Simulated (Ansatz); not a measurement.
# HfB2: phonons with PBEsol

HfB2:

```
CELL_PARAMETERS angstrom
3.14000 0.00000 0.00000
-1.57000 2.71932 0.00000
0.00000 0.00000 3.48000
ATOMIC_POSITIONS crystal
Hf 0.00000 0.00000 0.00000
B 0.66667 0.33333 0.50000
B 0.33333 0.66667 0.50000
```

```json
{"Program": "Ansatz 0.2.0", "Task": "phonons", "Functional": "PBEsol", "Potentials or basis": "all-electron LAPW, scalar-relativistic", "Cutoff": "274 eV (chosen from the basis error)", "Basis error allowed": "0.002 eV/atom", "k mesh": "10 × 10 × 8", "Occupations": "fermi-dirac, width 0.05 eV", "Spin": "no spin polarisation"}
```

* Band gap on the k mesh: none (metal or under the smearing width)
* Highest phonon frequency at Γ: 806 cm⁻¹

Levels at points of the mesh, in eV from the Fermi level:
```
             k point  band 24  band 25  band 26  band 27  band 28  band 29
  (0.00, 0.00, 0.00)    -2.79    -2.79    -2.59     4.08     4.08     4.74
 (0.00, 0.00, -0.50)    -1.00    -1.00     0.39     0.39     1.06     1.06
 (0.00, -0.50, 0.00)    -4.03    -3.25    -2.79     2.31     2.79     5.66
(0.00, -0.50, -0.50)    -4.85    -4.62    -2.54     4.18     4.21     6.32
```

Phonon frequencies in cm⁻¹ (negative: imaginary):
```csv
q point,frequencies
"(0.000, 0.000, 0.000)",0 0 0 439 439 457 538 806 806
```

It took 100 s on 2 threads of Arm Neoverse V1, on a shared host, peak memory 0.68 GiB.

Caveat: a metal's response needs a denser mesh. The run has no spin-orbit coupling, so splittings on Hf are missing.
